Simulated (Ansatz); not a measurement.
# Stress against strain in KI

```
CELL_PARAMETERS angstrom
0.00000 3.52455 3.52455
3.52455 0.00000 3.52455
3.52455 3.52455 0.00000
ATOMIC_POSITIONS crystal
K 0.00000 0.00000 0.00000
I 0.50000 0.50000 0.50000
```

Atoms are numbered in the order listed.

The cell is COD entry 9009735, as deposited and not checked against the literature; nothing was relaxed.

Spin–orbit coupling is left out, though it moves levels of the heavy atoms by tenths of an eV or more.

The calculation used DFT, PBEsol, all-electron LAPW, scalar-relativistic (Ansatz 0.2.0).

Settings: a Γ-centred 8×8×8 k mesh, Fermi–Dirac smearing of 0.01 eV, basis error target 1 meV/atom, no spin polarisation.

The strain is applied along the Cartesian axes of the cell as listed (the other components stay zero). Fractional coordinates are held (clamped ions).

σ is the change of stress from the unstrained cell, which is at -0.21 GPa; tension is positive, so slopes are stress–strain coefficients at that pressure.

Only quantities that a quadratic follows smoothly over the whole series are listed; rougher ones are left out.

| εxx = εyy | σzz (GPa) | σxx (GPa) |
| --- | --- | --- |
| -0.0200 | -0.13 | -0.71 |
| -0.0100 | -0.07 | -0.33 |
| 0.0000 | 0.00 | 0.00 |
| 0.0200 | 0.13 | 0.52 |

Fit the series and read off the stiffness at zero strain.

Least-squares fits y = p0 + p1 x + p2 x² to the rows give σzz (GPa): p1 = 6.54, p2 = 4.5; σxx (GPa): p1 = 30.7, p2 = -240. So 2 C12 = 7 GPa and C11 + C12 = 31 GPa.

One run, at εxx = εyy = 0.0100, is withheld. Predict its row.

The fits give 0.06, 0.28; the run gave 0.06, 0.28.
